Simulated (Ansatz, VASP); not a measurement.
# TiAl: VASP beside Ansatz

Contents of INCAR:

```
ALGO = Normal
EDIFF = 1E-7
ENCUT = 520
ISIF = 2
ISMEAR = 1
LASPH = True
LCHARG = False
LREAL = False
LWAVE = False
NBANDS = 14
NELM = 60
PREC = Accurate
SIGMA = 0.1
```

The input KPOINTS:

```
k-points
0
Gamma
  8 8 8
```

POSCAR

```
TiAl
1.0
    3.0180000000      0.0000000000      0.0000000000
    0.0000000000      3.0180000000      0.0000000000
    0.0000000000      0.0000000000      3.0180000000
Ti Al
1 1
Direct
    0.5000000000      0.5000000000      0.5662690524
    0.0000000000      0.0000000000      0.0000000000
```

Input for Ansatz:

```yaml
crystal:
  lattice:
    - [3.018, 0.0, 0.0]
    - [0.0, 3.018, 0.0]
    - [0.0, 0.0, 3.018]
  atoms:
    - { symbol: Ti, position: [0.5, 0.5, 0.5662690523525513] }
    - { symbol: Al, position: [0.0, 0.0, 0.0] }
basis:
  ecutwfc: 510.0
kpoints:
  mp_grid:
    grid: [8, 8, 8]
hamiltonian:
  xc: lda
scf:
  occupations:
    method: cold
    width: 0.1
output:
  forces: true
```

Alike in both runs: task single point; functional LDA; k mesh 8 × 8 × 8; no spin polarisation.

```csv
,VASP,Ansatz
version,VASP 6.6.1,Ansatz 0.2.0
potentials or method,"VASP PAW LDA potentials, release 64 (Ti_sv, Al)","plane waves, PAW"
plane-wave cutoff (eV),520,510
occupations,"methfessel-paxton of order 1, width 0.1 eV","cold, width 0.1 eV"
valence electrons in the cell,15,15
```

VASP gave:

```
rms of the force components (eV/Å) : 1.061
```

Problem. Estimate Ansatz's values.

Solution. rms of the force components (eV/Å): 1.058.

Atom by atom the forces differ by 0.003 eV/Å (rms over components).

Caveats: forces of over 1 eV/Å show positions far from the minimum, so gaps and moduli don't describe the material at rest.
